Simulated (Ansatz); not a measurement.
# AgI, space group F-43m: a convergence test of the plane-wave cutoff

With Ansatz's Python interface.

Run as a notebook:

**Cell 1**
```python
import ansatz as az
import matplotlib.pyplot as plt
```

**Cell 2**
```python
system = (
    az.Lattice.of([0.0, 3.2365, 3.2365], [3.2365, 0.0, 3.2365], [3.2365, 3.2365, 0.0])
    .atom("Ag", [0.0, 0.0, 0.0])
    .atom("I", [0.25, 0.25, 0.25])
)
```

**Cell 3**
```python
calculation = (
    system.calculation()
    .functional(az.Functional.PBE, dispersion="d3bj")
    .kpoints(mesh=(5, 5, 5))
    .occupations("fixed")
    .scf(extra_bands=6, lower_state_search="light")
    .stress()
)
```

**Cell 4**
```python
rows = []
for value in [250, 300, 350, 400, 450, 500]:
    rep = calculation.basis(value).run(threads=1, pin="off").report
    rows.append((value, rep["free_energy_ev"] / len(rep["lattice"]["sites"]), rep["n_iterations"], sum(rep["stress_gpa"][i][i] for i in range(3)) / 3, rep["n_pw"]))
```
Output:
```text
DeckWarning: basis.ecutwfc = 250 eV is below the records' recommended 420 eV, and the density's cutoff is lower with it unless basis.ecutrho_ratio is high enough to keep the records' density cutoff: compare with a run at a higher cutoff
DeckWarning: basis.ecutwfc = 300 eV is below the records' recommended 420 eV, and the density's cutoff is lower with it unless basis.ecutrho_ratio is high enough to keep the records' density cutoff: compare with a run at a higher cutoff
DeckWarning: basis.ecutwfc = 350 eV is below the records' recommended 420 eV, and the density's cutoff is lower with it unless basis.ecutrho_ratio is high enough to keep the records' density cutoff: compare with a run at a higher cutoff
DeckWarning: basis.ecutwfc = 400 eV is below the records' recommended 420 eV, and the density's cutoff is lower with it unless basis.ecutrho_ratio is high enough to keep the records' density cutoff: compare with a run at a higher cutoff
```

**Cell 5**
```python
print(" cutoff (eV)   F/atom (eV)    iterations       P (GPa)   plane waves")
for row in rows:
    print(f"{str(row[0]):>12s}  {row[1]:12.5f}  {row[2]:12d}  {row[3]:12.3f}  {row[4]:12d}")
```
Output:
```text
 cutoff (eV)   F/atom (eV)    iterations       P (GPa)   plane waves
         250   -7551.18589             7         1.033           609
         300   -7552.22025             6         0.484           821
         350   -7552.30877             6         0.448           965
         400   -7552.31153             6         0.447          1243
         450   -7552.31274             6         0.445          1459
         500   -7552.31348             6         0.443          1759
```

**Cell 6**
```python
# the last row is the reference
for row in rows[:-1]:
    shift = 1000 * (row[1] - rows[-1][1])
    print(f"{row[0]}: {shift:+.2f} meV/atom" + ("  (within 2 meV)" if abs(shift) < 2 else ""))
plt.figure(figsize=(4.5, 3))
plt.plot([str(row[0]) for row in rows], [1000 * (row[1] - rows[-1][1]) for row in rows], "o-")
plt.xlabel("cutoff (eV)")
plt.ylabel("F - F(last) (meV/atom)")
plt.tight_layout()
plt.savefig("ecut.png", dpi=100)
```
Output:
```text
250: +1127.59 meV/atom
300: +93.22 meV/atom
350: +4.71 meV/atom
400: +1.94 meV/atom  (within 2 meV)
450: +0.74 meV/atom  (within 2 meV)
```

From 400 eV on it stays within 2 meV an atom of the value at 500 eV; the first row (250 eV) is off by 1127.6 meV and the last but one by 0.74 meV. The energy falls steadily, as expected when plane waves are added. The pressure moves from 1.03 to 0.44 GPa (the program's stress holds a Pulay correction, so it settles early).

Caveats:
- Of the deposited cell: the entry's cell lengths or inner coordinates differ somewhat from later room-temperature determinations.
- Pressure is positive in compression.
- The starting cell is as deposited in a crystallographic database; the results hold for this polymorph, which needn't be the stable one.
- Warnings are shown shortened and without file and line.
- Shifts are counted from the last row, which is itself no proven limit.
- It ran for 2.6 s on 1 thread of AMD EPYC 9R05 (Zen 5), on a shared host, peak memory 0.44 GiB.

(Lines on the test bed's own set-up are left out of the output.)
